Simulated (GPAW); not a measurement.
The system is Al3Cu2.

```xyz
5
Lattice="4.0920 0.0000 0.0000 -2.0460 3.5437 0.0000 0.0000 0.0000 4.9928" Properties=species:S:1:pos:R:3 pbc="T T T"
Cu    2.0460    1.1812    0.8013
Cu    0.0000    2.3625    4.1915
Al    2.0460    1.1812    3.2457
Al    0.0000    2.3625    1.7471
Al    0.0000    0.0000    0.0000
```

The cell comes from a database or a generator and needn't be the stable form of this composition.

| Quantity | Value |
| --- | --- |
| Program | GPAW 26.7.0 |
| Task | relaxation of cell and atoms |
| Functional | PBEsol |
| Dispersion | D3(BJ) |
| Potentials or basis | PAW data sets generated in the run's folder for this functional |
| Cutoff | 600 eV |
| Basis | pw |
| k mesh | 6 × 6 × 4 |
| Occupations | fermi-dirac, width 0.05 eV |
| Spin | no spin polarisation |

At the start: pressure -3.4 GPa; volume 14.48 Å³/atom.

Question: How do energy, volume and symmetry change on relaxing?

Answer: Over 6 steps the energy falls by 4.9 meV/atom and the volume is 14.06 Å³/atom (-2.9 %); space group P-3m1 (No. 164, to 0.05 Å).

The path:
```
step  energy change (eV)  largest force (eV/Å)  pressure (GPa)  volume (Å³)
   1              0.0000                0.0508           -3.36        72.40
   2             -0.0040                0.0451           -3.09        72.21
   3             -0.0244                0.0439            0.19        70.17
   4             -0.0245                0.0337            0.02        70.26
   5             -0.0245                0.0202           -0.03        70.29
   6             -0.0245                0.0058           -0.03        70.28
```

Final structure:
```
CELL_PARAMETERS angstrom
4.04557 0.00000 0.00000
-2.02278 3.50357 0.00000
0.00000 0.00000 4.95875
ATOMIC_POSITIONS crystal
Cu 0.66667 0.33333 0.15909
Cu 0.33333 0.66667 0.84091
Al 0.66667 0.33333 0.64912
Al 0.33333 0.66667 0.35088
Al 0.00000 0.00000 0.00000
```

Caveat: with this Cu data set, volumes or pressures lay over 1.5 % or 2 GPa off other programs in two to four cells of ten; later steps reuse the first step's grids; pairwise dispersion overbinds metals, which lowers pressure and volume.
